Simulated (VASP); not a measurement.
# SiC (Moissanite): how numerical settings change the zone-centre modes

Aim: test the modes of SiC (Moissanite) against the numerical settings. The starting structure is a measured crystal structure from the Crystallography Open Database.

Calculated with VASP 6.6.1; Kohn-Sham DFT with plane waves and PAW; LDA.

## Step 1: The structure

The structure is hexagonal, space group P6_3mc (No. 186). The conventional cell has a = 3.076 Å, b = 3.076 Å, c = 5.048 Å, α = 90.00°, β = 90.00°, γ = 120.00°. Nearest to Si lie 4 C at 1.87 to 1.94 Å. C has 4 Si at 1.87 to 1.94 Å nearest. Farther neighbours are not listed.

## Step 2: Reference modes

The cell comes from a relaxation at this level, not shown (40.65 Å³).

Contents of INCAR:

```
SYSTEM = SiC
PREC = Accurate
ENCUT = 520
EDIFF = 1E-08
NELM = 100
ISMEAR = 0
SIGMA = 0.03
LREAL = .FALSE.
ALGO = Normal
GGA = CA
NBANDS = 14
LORBIT = 11
LWAVE = .FALSE.
LCHARG = .FALSE.
KPAR = 8
IBRION = 8
LEPSILON = .TRUE.
LPEAD = .TRUE.
ISIF = 2
```

Contents of POSCAR:

```
SiC
1.0
    3.0580883953      0.0000000000      0.0000000000
   -1.5290441976      2.6483822373      0.0000000000
    0.0000000000      0.0000000000      5.0190806236
Si C
2 2
Direct
    0.6666666667      0.3333333333      0.5046005286
    0.3333333333      0.6666666667      0.0046005286
    0.6666666667      0.3333333333      0.8803994714
    0.3333333333      0.6666666667      0.3803994714
```

Contents of KPOINTS:

```
Automatic mesh
0
Gamma
12 12 6
0 0 0
```

The projector-augmented-wave data sets are Si and C (LDA family, release 64).

Run with:

```bash
$ mpirun -np 8 vasp_std
```

The log of the run:

```text
[banner, memory and clock lines left out]
running    8 mpi-ranks, on    1 nodes
 distrk:  each k-point on    1 cores,    8 groups
 distr:  one band on    1 cores,    1 groups

 POSCAR found type information on POSCAR SiC
 POSCAR found :  2 types and       4 ions
|                                                                             |
|           W    W    AA    RRRRR   N    N  II  N    N   GGGG   !!!           |
|           W    W   A  A   R    R  NN   N  II  NN   N  G    G  !!!           |
|           W    W  A    A  R    R  N N  N  II  N N  N  G       !!!           |
|           W WW W  AAAAAA  RRRRR   N  N N  II  N  N N  G  GGG   !            |
|           WW  WW  A    A  R   R   N   NN  II  N   NN  G    G                |
|           W    W  A    A  R    R  N    N  II  N    N   GGGG   !!!           |
|                                                                             |
|     For optimal performance we recommend to set                             |
|       NCORE = 2 up to number-of-cores-per-socket                            |
|     NCORE specifies how many cores store one orbital (NPAR=cpu/NCORE).      |
|     This setting can greatly improve the performance of VASP for DFT.       |
|     The default, NCORE=1 might be grossly inefficient on modern             |
|     multi-core architectures or massively parallel machines. Do your        |
|     Unfortunately you need to use the default for GW and RPA                |
|     calculations (for HF NCORE is supported but not extensively tested      |
|     yet).                                                                   |
|                                                                             |

 LDA part: xc-table for (Slater(with rela. corr.)+CA(PZ))
 , standard interpolation
 POSCAR, INCAR and KPOINTS ok, starting setup
 FFT: planning ... GRIDC
 FFT: planning ... GRID_SOFT
 FFT: planning ... GRID
 WAVECAR not read
 entering main loop
       N       E                     dE             d eps       ncg     rms          rms(c)
DAV:   1     0.254339387584E+02    0.25434E+02   -0.74121E+03  2128   0.103E+03
DAV:   2    -0.347174767178E+02   -0.60151E+02   -0.54984E+02  2924   0.170E+02
DAV:   3    -0.374444218437E+02   -0.27269E+01   -0.27131E+01  2932   0.346E+01
DAV:   4    -0.374712589462E+02   -0.26837E-01   -0.26830E-01  2440   0.419E+00
DAV:   5    -0.374716077096E+02   -0.34876E-03   -0.34873E-03  2920   0.448E-01    0.131E+01
DAV:   6    -0.334429179518E+02    0.40287E+01   -0.94645E+00  2758   0.188E+01    0.608E+00
DAV:   7    -0.333202588766E+02    0.12266E+00   -0.11873E+00  2938   0.674E+00    0.247E+00
DAV:   8    -0.332814769544E+02    0.38782E-01   -0.66993E-02  2542   0.166E+00    0.725E-01
DAV:   9    -0.332759914956E+02    0.54855E-02   -0.91469E-03  2560   0.669E-01    0.119E-01
DAV:  10    -0.332760424402E+02   -0.50945E-04   -0.51785E-04  2698   0.160E-01    0.627E-02
DAV:  11    -0.332760460018E+02   -0.35616E-05   -0.15865E-05  2716   0.334E-02    0.188E-02
DAV:  12    -0.332760448486E+02    0.11532E-05   -0.29561E-06  2686   0.108E-02    0.655E-03
DAV:  13    -0.332760445112E+02    0.33743E-06   -0.12960E-06  2812   0.672E-03    0.140E-03
DAV:  14    -0.332760445290E+02   -0.17774E-07   -0.56642E-08  2554   0.188E-03    0.571E-04
DAV:  15    -0.332760445327E+02   -0.37362E-08   -0.56097E-10  1556   0.208E-04
   1 F= -.33276045E+02 E0= -.33276045E+02  d E =-.878041E-23
 Linear response reoptimize wavefunctions to high precision
DAV:   1    -0.332760445332E+02   -0.46566E-09   -0.34409E-10  1898   0.124E-04
DAV:   2    -0.332760445331E+02    0.31832E-10   -0.43711E-11  1346   0.547E-05
 Linear response to external field (no local field effect), progress :
  Direction:   1
       N       E                     dE             d eps       ncg     rms          rms(c)
RMM:   1    -0.541687365342E+00   -0.54169E+00   -0.20685E+00  1823   0.349E+00
RMM:   2    -0.557233286777E+00   -0.15546E-01   -0.64818E-03  1824   0.545E-01
RMM:   3    -0.557337688566E+00   -0.10440E-03   -0.12345E-04  1824   0.558E-02
RMM:   4    -0.557340396676E+00   -0.27081E-05   -0.32347E-06  1824   0.921E-03
RMM:   5    -0.557340475310E+00   -0.78634E-07   -0.12685E-07  1800   0.150E-03
RMM:   6    -0.557340479119E+00   -0.38093E-08   -0.23332E-08  1111   0.294E-04
 change of polarisation eV/A/(eV/A) component  1 :     1.115    -0.505    -0.184
 dielectric tensor                  component  1 :     5.962    -2.250    -0.820
 Linear response to external field (no local field effect), progress :
  Direction:   2
       N       E                     dE             d eps       ncg     rms          rms(c)
RMM:   1    -0.821706234923E+00   -0.82171E+00   -0.33270E+00  1822   0.387E+00
RMM:   2    -0.841907932214E+00   -0.20202E-01   -0.78267E-03  1824   0.580E-01
RMM:   3    -0.842019548755E+00   -0.11162E-03   -0.14456E-04  1824   0.577E-02
RMM:   4    -0.842022650967E+00   -0.31022E-05   -0.37707E-06  1824   0.932E-03
RMM:   5    -0.842022743148E+00   -0.92181E-07   -0.15074E-07  1800   0.155E-03
RMM:   6    -0.842022747198E+00   -0.40490E-08   -0.73774E-09  1010   0.304E-04
 change of polarisation eV/A/(eV/A) component  2 :    -0.505     1.684    -0.104
 dielectric tensor                  component  2 :    -2.250     8.497    -0.465
 Linear response to external field (no local field effect), progress :
  Direction:   3
[...]
RMM:   4    -0.737033248740E+00   -0.18001E-01   -0.16520E-02  3946   0.713E-01    0.102E-01
RMM:   5    -0.740219551307E+00   -0.31863E-02   -0.39398E-04  3519   0.138E-01    0.163E-02
RMM:   6    -0.740571328928E+00   -0.35178E-03   -0.69132E-06  3876   0.170E-02    0.634E-03
RMM:   7    -0.740628002577E+00   -0.56674E-04   -0.22159E-07  3917   0.314E-03    0.195E-03
RMM:   8    -0.740674576117E+00   -0.46574E-04   -0.57357E-08  4164   0.152E-03    0.162E-04
RMM:   9    -0.740675541529E+00   -0.96541E-06   -0.75316E-09  4004   0.200E-04    0.608E-05
RMM:  10    -0.740675528455E+00    0.13074E-07   -0.41220E-08  3058   0.646E-05    0.763E-06
 change of polarisation eV/A/(eV/A) component  3 :    -0.182    -0.104     1.405
 dielectric tensor                  component  3 :    -0.812    -0.462     7.254
 Linear response DOF=           4
 Linear response progress:
  Degree of freedom:   1/  4
       N       E                     dE             d eps       ncg     rms          rms(c)
RMM:   1    -0.178238788304E-01   -0.17824E-01   -0.37366E-04 29777   0.965E-01
RMM:   2    -0.151461271556E-01    0.26778E-02   -0.11887E-03 20115   0.241E-01    0.135E-01
RMM:   3    -0.150373502623E-01    0.10878E-03   -0.12460E-04 21022   0.622E-02    0.767E-02
RMM:   4    -0.151021920532E-01   -0.64842E-04   -0.11044E-04 20259   0.569E-02    0.930E-03
RMM:   5    -0.150807314829E-01    0.21461E-04   -0.84508E-08 21656   0.110E-02    0.166E-03
RMM:   6    -0.150812970425E-01   -0.56556E-06   -0.63003E-07 22549   0.133E-03    0.842E-04
RMM:   7    -0.150801680189E-01    0.11290E-05   -0.86433E-07 22738   0.371E-04    0.553E-05
RMM:   8    -0.150801574751E-01    0.10544E-07   -0.31754E-07 22886   0.717E-05    0.229E-05
RMM:   9    -0.150801742619E-01   -0.16787E-07   -0.72981E-08 23102   0.260E-05    0.317E-06
RMM:  10    -0.150801681075E-01    0.61544E-08   -0.29221E-08 23139   0.837E-06    0.121E-06
 first order change of Fermi-energy   0.24171E-06
 force on displaced ion       1 direction 1 : -20.427  -0.001  -0.000
 Born effective charge ion    1 direction 1 :   2.675  -0.000  -0.000
 Linear response progress:
  Degree of freedom:   2/  4
       N       E                     dE             d eps       ncg     rms          rms(c)
RMM:   1    -0.339636810590E-01   -0.33964E-01    0.64032E-02  7323   0.147E+00
RMM:   2    -0.282784983187E-01    0.56852E-02   -0.26058E-03  4612   0.398E-01    0.160E-01
RMM:   3    -0.278221013979E-01    0.45640E-03   -0.72556E-04  4789   0.132E-01    0.836E-02
RMM:   4    -0.276662258724E-01    0.15588E-03   -0.17425E-04  4963   0.687E-02    0.318E-02
RMM:   5    -0.276520177859E-01    0.14208E-04   -0.25731E-05  5055   0.264E-02    0.567E-03
RMM:   6    -0.276584861394E-01   -0.64684E-05    0.12469E-05  4914   0.719E-03    0.172E-03
RMM:   7    -0.276583311030E-01    0.15504E-06    0.45471E-06  5129   0.192E-03    0.505E-04
RMM:   8    -0.276592977902E-01   -0.96669E-06    0.37948E-07  5182   0.651E-04    0.200E-04
RMM:   9    -0.276595783697E-01   -0.28058E-06   -0.68220E-07  5166   0.264E-04    0.356E-05
RMM:  10    -0.276595307718E-01    0.47598E-07   -0.52337E-08  5256   0.709E-05    0.148E-05
RMM:  11    -0.276594854894E-01    0.45282E-07   -0.71381E-08  5309   0.205E-05    0.406E-06
RMM:  12    -0.276594772933E-01    0.81961E-08   -0.21790E-08  5150   0.774E-06    0.107E-06
 first order change of Fermi-energy  -0.34716E+00
 force on displaced ion       1 direction 3 :  -0.000   0.000 -27.629
 Born effective charge ion    1 direction 3 :   0.000   0.000   2.874
 Linear response progress:
  Degree of freedom:   3/  4
       N       E                     dE             d eps       ncg     rms          rms(c)
RMM:   1    -0.127751926632E+00   -0.12775E+00    0.59034E-02 26382   0.208E+00
RMM:   2    -0.124361703030E+00    0.33902E-02   -0.38685E-03 19769   0.436E-01    0.213E-01
RMM:   3    -0.124303834785E+00    0.57868E-04   -0.11550E-03 19251   0.200E-01    0.106E-01
RMM:   4    -0.125371209138E+00   -0.10674E-02   -0.10082E-03 19725   0.171E-01    0.192E-02
RMM:   5    -0.125290194702E+00    0.81014E-04   -0.14419E-05 21463   0.282E-02    0.316E-03
RMM:   6    -0.125328270244E+00   -0.38076E-04   -0.10918E-06 22526   0.555E-03    0.927E-04
RMM:   7    -0.125322720140E+00    0.55501E-05   -0.31760E-07 22838   0.110E-03    0.272E-04
RMM:   8    -0.125323916547E+00   -0.11964E-05    0.18002E-08 22734   0.280E-04    0.455E-05
RMM:   9    -0.125323801010E+00    0.11554E-06    0.34738E-09 23050   0.841E-05    0.841E-06
RMM:  10    -0.125323936049E+00   -0.13504E-06    0.37343E-08 23144   0.332E-05    0.485E-06
RMM:  11    -0.125323883389E+00    0.52659E-07    0.16973E-08 22632   0.168E-05    0.568E-07
RMM:  12    -0.125323892947E+00   -0.95580E-08    0.68887E-09 20962   0.952E-06    0.357E-07
 first order change of Fermi-energy  -0.24176E-04
 force on displaced ion       3 direction 1 : -19.834   0.000  -0.000
 Born effective charge ion    3 direction 1 :  -2.675  -0.000  -0.000
 Linear response progress:
  Degree of freedom:   4/  4
       N       E                     dE             d eps       ncg     rms          rms(c)
RMM:   1    -0.139890479893E+00   -0.13989E+00    0.85921E-02  5984   0.216E+00
RMM:   2    -0.134806983183E+00    0.50835E-02   -0.15487E-03  4613   0.461E-01    0.227E-01
RMM:   3    -0.134401584173E+00    0.40540E-03   -0.24867E-03  4746   0.245E-01    0.112E-01
RMM:   4    -0.134993246746E+00   -0.59166E-03   -0.57668E-04  4741   0.122E-01    0.397E-02
RMM:   5    -0.135187200587E+00   -0.19395E-03   -0.71199E-05  4753   0.358E-02    0.880E-03
RMM:   6    -0.135206156579E+00   -0.18956E-04   -0.59460E-06  5096   0.698E-03    0.236E-03
RMM:   7    -0.135185389196E+00    0.20767E-04   -0.25307E-06  4823   0.307E-03    0.645E-04
RMM:   8    -0.135189088565E+00   -0.36994E-05   -0.54289E-07  5216   0.875E-04    0.187E-04
RMM:   9    -0.135189030852E+00    0.57714E-07    0.11551E-07  5286   0.238E-04    0.549E-05
RMM:  10    -0.135188896610E+00    0.13424E-06   -0.10779E-07  5098   0.911E-05    0.161E-05
RMM:  11    -0.135188943922E+00   -0.47312E-07   -0.15983E-07  5376   0.352E-05    0.399E-06
RMM:  12    -0.135188930193E+00    0.13729E-07    0.10811E-08  5221   0.129E-05    0.171E-06
RMM:  13    -0.135188929438E+00    0.75537E-09   -0.19744E-09  4844   0.751E-06    0.910E-07
 first order change of Fermi-energy   0.34718E+00
 force on displaced ion       3 direction 3 :   0.000  -0.000 -24.765
 Born effective charge ion    3 direction 3 :   0.000   0.000  -2.874
 Born effective charges drift removed
 Linear response finished
```

Run time: 10 min. Hardware: 8 MPI ranks of AMD EPYC 7R43, shared host; peak memory 5.2 GiB; 82 min of CPU time.

Lines that name or quote the potential files are left out of all logs, and their timing lines are given in words.

(Continued in part 2 of 3.)

[Lines on the potential files, build, host, timing and source positions are cut from VASP's logs without a mark.]

[Logs are printed without paths, hosts, clocks, repeated set-up lines and the standing remarks that a program may print on its own settings, such as how far it seeks lower states.]

[Hosts, paths, dates, database ids (printed as entryN), source tags and the programs' standing remarks are cut or masked in the printed files.]
